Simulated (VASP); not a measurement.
# Se (R-3m) in VASP: further runs

The runs below take Se through relaxation of cell and atoms, with PBE.

All numbers are computed with VASP 6.6.1; they aren't measurements. Logs are shortened: lines on timing, memory, paths and dates and some standing lists are left out, and cuts for length are marked.

**1. The structure**

The structure is trigonal, space group R-3m (No. 166). The conventional cell has a = 3.850 Å, b = 3.850 Å, c = 2.645 Å, α = 90.00°, β = 90.00°, γ = 120.00°. Se (site symmetry -3m) has 8 Se at 2.39 to 2.65 Å as nearest neighbours.

This isn't the form of Se at room conditions, which is trigonal, of chains.

**2. Relaxation of cell and atoms, PBE, target pressure 94 GPa, at which the enthalpy is minimised**

File INCAR:

```
PREC = Accurate
ENCUT = 350
EDIFF = 1E-7
ISMEAR = 0
SIGMA = 0.02
LREAL = F
LASPH = T
NELM = 60
ALGO = Fast
ISIF = 3
LWAVE = F
LCHARG = F
GGA = PE
IBRION = 2
NSW = 80
EDIFFG = -0.002
PSTRESS = 940.0
```

File KPOINTS:

```
Automatic mesh
0
Gamma
  15 15 15
```

File POSCAR:

```
Se
1.0
    1.9250000000      1.1113992700      0.8816666700
   -1.9250000000      1.1113992700      0.8816666700
    0.0000000000     -2.2227985400      0.8816666700
Se
1
Direct
    0.0000000000      0.0000000000      0.0000000000
```

Potentials or basis: VASP PAW PBE potentials, release 64 (Se).

Started as:

```bash
cat potpaw_PBE.64/Se/POTCAR > POTCAR
mpirun -np 1 vasp_std > vasp.out
```

OUTCAR:

```text
PREC = Accurate
   ENCUT = 350
   EDIFF = 1E-7
   ISMEAR = 0
   LREAL = F
   LASPH = T
   NELM = 60
   ISIF = 3
   GGA = PE
   IBRION = 2
   NSW = 80
   EDIFFG = -0.002
   PSTRESS = 940.0

 ion  position               nearest neighbor table
   1  0.000  0.000  0.000-

  LATTYP: Found a trigonal (rhomboedric) cell.
 ALAT       =     2.3912694232
 COS(alpha) =    -0.2960878580

  Lattice vectors:

 A1 = (   1.9250000000,   1.1113992700,   0.8816666700)
 A2 = (  -1.9250000000,   1.1113992700,   0.8816666700)
 A3 = (   0.0000000000,  -2.2227985400,   0.8816666700)

Analysis of symmetry for initial positions (statically):
=====================================================================
 Subroutine PRICEL returns:
 Original cell was already a primitive cell.

 Routine SETGRP: Setting up the symmetry group for a
 trigonal (rhombohedral) supercell.

 Subroutine GETGRP returns: Found 12 space group operations
 (whereof 12 operations were pure point group operations)
 out of a pool of 12 trial point group operations.

The static configuration has the point symmetry D_3d.

Analysis of symmetry for dynamics (positions and initial velocities):
=====================================================================
 Subroutine PRICEL returns:
 Original cell was already a primitive cell.

 Routine SETGRP: Setting up the symmetry group for a
 trigonal (rhombohedral) supercell.

 Subroutine GETGRP returns: Found 12 space group operations
 (whereof 12 operations were pure point group operations)
 out of a pool of 12 trial point group operations.

The dynamic configuration has the point symmetry D_3d.

 Subroutine INISYM returns: Found 12 space group operations
 (whereof 12 operations are pure point group operations),
 and found     1 'primitive' translations

----------------------------------------------------------------------------------------

                                     Primitive cell

  volume of cell :      11.3177

  direct lattice vectors                    reciprocal lattice vectors
     1.925000000  1.111399270  0.881666670     0.259740260  0.149961109  0.378071832
    -1.925000000  1.111399270  0.881666670    -0.259740260  0.149961109  0.378071832
     0.000000000 -2.222798540  0.881666670     0.000000000 -0.299922217  0.378071832

  length of vectors
     2.391269423  2.391269423  2.391269426     0.482588486  0.482588486  0.482588486

  position of ions in fractional coordinates (direct lattice)
     0.000000000  0.000000000  0.000000000

  ion indices of the primitive-cell ions
   primitive index   ion index
                 1           1

----------------------------------------------------------------------------------------

 KPOINTS: Automatic mesh

Automatic generation of k-mesh.
 Grid dimensions read from file:
 generate k-points for:   15   15   15

 Generating k-lattice:

  Cartesian coordinates                     Fractional coordinates (reciprocal lattice)
     0.017316017  0.009997407  0.025204789     0.066666667  0.000000000  0.000000000
    -0.017316017  0.009997407  0.025204789     0.000000000  0.066666667  0.000000000
     0.000000000 -0.019994814  0.025204789     0.000000000  0.000000000  0.066666667

  Length of vectors
     0.032172566  0.032172566  0.032172566

  Shift w.r.t. Gamma in fractional coordinates (k-lattice)
     0.000000000  0.000000000  0.000000000

 Subroutine IBZKPT returns following result:
 ===========================================

 Found    344 irreducible k-points:

 Following reciprocal coordinates:
            Coordinates               Weight
  0.000000  0.000000  0.000000      1.000000
  0.066667  0.000000  0.000000      6.000000
  0.133333  0.000000  0.000000      6.000000
  0.200000 -0.000000  0.000000      6.000000
  0.266667  0.000000  0.000000      6.000000
  0.333333 -0.000000  0.000000      6.000000
[... 16 lines left out ...]
  0.133333  0.133333  0.000000      6.000000
  0.200000  0.133333  0.000000     12.000000
 [... further k-points ...]
   k-points           NKPTS =    344   k-points in BZ     NKDIM =    344   number of bands    NBANDS=      7
   number of dos      NEDOS =    301   number of ions     NIONS =      1
   total plane-waves  NPLWV =   4096
   dimension x,y,z NGX =    16 NGY =   16 NGZ =   16
   dimension x,y,z NGXF=    32 NGYF=   32 NGZF=   32
   ions per type =               1
   NGX,Y,Z   is equivalent  to a cutoff of  11.12, 11.12, 11.12 a.u.
   NGXF,Y,Z  is equivalent  to a cutoff of  22.25, 22.25, 22.25 a.u.
 SYSTEM =  unknown system
   PREC   = accura    normal or accurate (medium, high low for compatibility)
   ISTART =      0    job   : 0-new  1-cont  2-samecut
   ICHARG =      2    charge: 1-file 2-atom 10-const
   ISPIN  =      1    spin polarized calculation?
   LNONCOLLINEAR =      F non collinear calculations
   LSORBIT =      F    spin-orbit coupling
   LASPH  =      T    aspherical Exc in radial PAW
   ENCUT  =  350.0 eV  25.72 Ry    5.07 a.u.   3.65  3.65  3.65*2*pi/ulx,y,z
   NELM   =     60;   NELMIN=  2; NELMDL= -5     # of ELM steps
   EDIFF  = 0.1E-06   stopping-criterion for ELM
   LREAL  =      F    real-space projection
   EDIFFG = -.2E-02   stopping-criterion for IOM
   NSW    =     80    number of steps for IOM
   IBRION =      2    ionic relax: 0-MD 1-quasi-New 2-CG
   NFREE  =      1    steps in history (QN), initial steepest desc. (CG)
   ISIF   =      3    stress and relaxation
   ISYM   =      2    0-nonsym 1-usesym 2-fastsym
   POTIM  = 0.5000    time-step for ionic-motion
   TEBEG  =    0.0;   TEEND  =   0.0 temperature during run
   PSTRESS=  940.0 pullay stress
   NELECT =       6.0000    total number of electrons
   NUPDOWN=      -1.0000    fix difference up-down
   EMIN   =  10.00;   EMAX   =-10.00  energy-range for DOS
   EFERMI =   0.00;   METHOD = LEGACY
   ISMEAR =     0;   SIGMA  =   0.02  broadening in eV -4-tet -1-fermi 0-gaus
   EFERMI_NEDOS =   21; number of points for ismear=-14 and -15
   IALGO  =     68    algorithm
   IMIX   =      4    mixing-type and parameters
     AMIX     =   0.40;   BMIX     =  1.00
     AMIX_MAG =   1.60;   BMIX_MAG =  1.00
  volume/ion in A,a.u.               =      11.32        76.38
  Fermi-wavevector in a.u.,A,eV,Ry     =   1.324971  2.503832 23.885687  1.755548
  Thomas-Fermi vector in A             =   2.454466
   LORBIT       =      0    0 simple, 1 ext, 2 COOP (PROOUT), +10 PAW based schemes
   GGA     = PE    functional components
   LHFCALC =     F    Hartree Fock is set to
   AEXX    =    0.0000 exact exchange contribution
   IVDW    =     0    specifies the selected vdW correction
   LEPSILON=     F    determine dielectric tensor
   LRPA    =     F    only Hartree local field effects (RPA)
 conjugate gradient relaxation of ions
 non-spin polarized calculation
 RMM-DIIS sequential band-by-band and
 Gauss-broadening in eV      SIGMA  =   0.02
  energy-cutoff  :      350.00
  volume of cell :       11.32
 maximum number of plane-waves:       179
   NGX =  7   NGY =  7   NGZ =  7

--------------------------------------- Ionic step        1  -------------------------------------------

 number of electron       6.0000002 magnetization

 Free energy of the ion-electron system (eV)
  ---------------------------------------------------
  ext. energy  EPLUGINS =         0.00000000
  ---------------------------------------------------
  free energy    TOTEN  =        -0.27050652 eV

  energy without entropy =       -0.27043507  energy(sigma->0) =       -0.27047080

------------------------ aborting loop because EDIFF is reached ----------------------------------------

  FORCE on cell =-STRESS in cart. coord.  units (eV):
  Direction    XX          YY          ZZ          XY          YZ          ZX
  --------------------------------------------------------------------------------------
  -------------------------------------------------------------------------------------
  Total       11.5624794     11.5624794     11.0677838      0.0000000      0.0000000      0.0000000
  in kB     1636.8355098   1636.8355151   1566.8042301      0.0000000      0.0000000      0.0000000
  external PRESSURE =     673.4917516 kB  Pullay stress =     940.0000000 kB
[... 22 lines left out ...]
  enthalpy is  TOTEN    =         6.3695807308 eV   P V=        6.6400872489

--------------------------------------- Ionic step        2  -------------------------------------------

 number of electron       6.0000005 magnetization

 E-fermi :   5.0782     XC(G=0): -10.4288

 val. band max:        5.0733107048   @ k =  -0.1333   0.3333   0.1333
 cond. band min:       5.0789452905   @ k =  -0.2000   0.0667   0.0667
 fundamental gap:      0.0056345857
 Fermi energy:         5.0781820696

 k-point     1 :       0.0000    0.0000    0.0000
  band No.  band energies     occupation
      1     -10.7586      2.00000
      2       7.1981      0.00000
      3       8.1732      0.00000
      4       8.1732      0.00000
      5      15.3780      0.00000
      6      16.6377      0.00000
      7      16.6377      0.00000
[... 295 lines left out ...]
  FREE ENERGIE OF THE ION-ELECTRON SYSTEM (eV)
  ---------------------------------------------------
  free  energy   TOTEN  =        -1.7343983627 eV

  energy  without entropy=       -1.7342638618  energy(sigma->0) =       -1.73433111

  enthalpy is  TOTEN    =         6.0881613969 eV   P V=        7.8225597596

[... ionic steps 4 to 17 ...]

--------------------------------------- Ionic step       18  -------------------------------------------

 number of electron       6.0000002 magnetization

------------------------ aborting loop because EDIFF is reached ----------------------------------------

  FORCE on cell =-STRESS in cart. coord.  units (eV):
  Direction    XX          YY          ZZ          XY          YZ          ZX
  --------------------------------------------------------------------------------------
  -------------------------------------------------------------------------------------
  Total        7.6563549      7.6563552      7.6585322      0.0000000     -0.0000000     -0.0000000
  in kB      940.2510383    940.2510717    940.5184212      0.0000000     -0.0000000     -0.0000000
  external PRESSURE =       0.3401771 kB  Pullay stress =     940.0000000 kB
[... 59 lines left out ...]
  enthalpy is  TOTEN    =         6.0582673576 eV   P V=        7.6558060435

--------------------------------------- Ionic step       20  -------------------------------------------

 number of electron       6.0000002 magnetization

 Free energy of the ion-electron system (eV)
  ---------------------------------------------------
  ext. energy  EPLUGINS =         0.00000000
  ---------------------------------------------------
  free energy    TOTEN  =        -1.59681707 eV

  energy without entropy =       -1.59671569  energy(sigma->0) =       -1.59676638

 E-fermi :  12.2089     XC(G=0): -12.6939

 val. band max:       12.1957998224   @ k =  -0.2000   0.3333   0.1333
 cond. band min:      12.2158734720   @ k =  -0.2000   0.3333   0.0667
 fundamental gap:      0.0200736497
 Fermi energy:        12.2089408068

 k-point     1 :       0.0000    0.0000    0.0000
  band No.  band energies     occupation
      1      -9.3227      2.00000
      2      15.7501      0.00000
      3      18.2525      0.00000
      4      18.2525      0.00000
      5      22.8983      0.00000
      6      22.8983      0.00000
      7      26.0259      0.00000
[... 258 lines left out ...]
  FREE ENERGIE OF THE ION-ELECTRON SYSTEM (eV)
  ---------------------------------------------------
  free  energy   TOTEN  =        -1.5968170743 eV

  energy  without entropy=       -1.5967156871  energy(sigma->0) =       -1.59676638

  enthalpy is  TOTEN    =         6.0582670634 eV   P V=        7.6550841377

 reached required accuracy - stopping structural energy minimisation
```

Run time: 65 s. Hardware: 1 thread of Intel Xeon 6975P-C (Granite Rapids), shared host; peak memory 0.14 GiB.

Results:

* Free energy: -1.5968 eV
* Relaxed volume: 13.05 Å³/atom
* Relaxed cell: a = 2.464 Å, b = 2.464 Å, c = 2.464 Å, α = 105.14°, β = 105.14°, γ = 105.14°
* Space group after relaxing (to 0.05 Å): R-3m (No. 166)
* Energy change on relaxing (the enthalpy is what falls): -1326.3 meV/atom
* Ionic steps: 20
* Pressure after relaxing: 94.0 GPa
* Band gap on the k mesh: none (metal or under the smearing width)

Step by step:
| step | energy change (eV) | largest force (eV/Å) | pressure (GPa) | volume (Å³) |
| --- | --- | --- | --- | --- |
| 1 | 0.0000 | 0.0000 | 161.35 | 11.32 |
| 2 | -2.6667 | 0.0000 | -2.34 | 21.03 |
| 3 | -1.4639 | 0.0000 | 80.85 | 13.33 |
| 4 | -1.2501 | 0.0000 | 92.42 | 12.94 |
| 5 | -1.2195 | 0.0000 | 94.13 | 12.88 |
| 6 | -1.2307 | 0.0000 | 94.46 | 12.90 |
| 7 | -1.2478 | 0.0000 | 94.48 | 12.93 |
| 8 | -1.2785 | 0.0000 | 95.33 | 12.97 |
| 9 | -1.2645 | 0.0000 | 99.41 | 13.01 |
| 10 | -1.2848 | 0.0000 | 95.68 | 12.98 |
| 11 | -1.2877 | 0.0000 | 95.96 | 12.98 |
| 12 | -1.4104 | 0.0000 | 89.97 | 13.20 |
| 13 | -1.3211 | 0.0000 | 94.34 | 13.04 |
| 14 | -1.3220 | 0.0000 | 94.30 | 13.04 |
| 15 | -1.3270 | 0.0000 | 93.92 | 13.05 |
| 16 | -1.3254 | 0.0000 | 94.04 | 13.05 |
| 17 | -1.3255 | 0.0000 | 94.04 | 13.05 |
| 18 | -1.3255 | 0.0000 | 94.03 | 13.05 |
| 19 | -1.3270 | 0.0000 | 93.96 | 13.05 |
| 20 | -1.3263 | 0.0000 | 93.98 | 13.05 |

Final structure:
```cif
data_structure
_symmetry_space_group_name_H-M 'P 1'
_symmetry_Int_Tables_number 1
_cell_length_a 2.4645
_cell_length_b 2.4645
_cell_length_c 2.4645
_cell_angle_alpha 105.136
_cell_angle_beta 105.136
_cell_angle_gamma 105.136
_cell_volume 13.05
loop_
_atom_site_label
_atom_site_type_symbol
_atom_site_fract_x
_atom_site_fract_y
_atom_site_fract_z
_atom_site_occupancy
Se1 Se 0.00000 0.00000 0.00000 1
```

Levels at points of the mesh, in eV from the Fermi level:
```csv
k point,band 1,band 2,band 3,band 4,band 5,band 6,band 7
"(0.00, 0.00, 0.00)",-21.53,3.54,6.04,6.04,10.69,10.69,13.82
```

Caveat: the cell is relaxed towards a set pressure, so the enthalpy falls and the energy may rise; the volume moved by over 15 % at a fixed basis, so the end points are rough. Zero-point motion and thermal expansion aren't in these numbers.

**3. Relaxation of cell and atoms, PBE, target pressure 94 GPa, at which the enthalpy is minimised**

This run uses another cell than the first one, of 13.05 Å³/atom, 1.153 times its volume.

INCAR is that of step 2.

KPOINTS is that of step 2.

File POSCAR:

```
Se                                      
1.0
    1.9569626348      1.1298529280      0.9835059640
   -1.9569626348      1.1298529280      0.9835059640
    0.0000000000     -2.2597058561      0.9835059640
  Se            
     1
Direct
     0.0000000000000000    0.0000000000000000    0.0000000000000000
```

Potentials or basis: VASP PAW PBE potentials, release 64 (Se).

Started as:

```bash
cat potpaw_PBE.64/Se/POTCAR > POTCAR
mpirun -np 1 vasp_std > vasp.out
```

Run time: 18 s. Hardware: 1 thread of Intel Xeon 6975P-C (Granite Rapids), shared host; peak memory 0.13 GiB.

Results (log left out):

* Free energy: -1.5976 eV
* Energy change on relaxing (the enthalpy is what falls): +0.1 meV/atom
* Ionic steps: 5
* Pressure after relaxing: 94.0 GPa
* Band gap on the k mesh: none (metal or under the smearing width)

The path:
```
step  energy change (eV)  largest force (eV/Å)  pressure (GPa)  volume (Å³)
   1              0.0000                0.0000           93.99        13.05
   2              0.0013                0.0000           94.07        13.05
   3              0.0006                0.0000           94.02        13.05
   4             -0.0008                0.0000           93.96        13.05
   5              0.0001                0.0000           94.00        13.05
```

Final structure:
```
Se
1.0
     1.95683    1.12977    0.98363
    -1.95683    1.12977    0.98363
     0.00000   -2.25955    0.98363
Se
1
Direct
  0.00000 0.00000 0.00000
```

Levels at points of the mesh, in eV from the Fermi level:
```tsv
k point	band 1	band 2	band 3	band 4	band 5	band 6
(0.00, 0.00, 0.00)	-21.53	3.54	6.04	6.04	10.68	10.68
```

Caveat: the cell is relaxed towards a set pressure, so the enthalpy falls and the energy may rise.
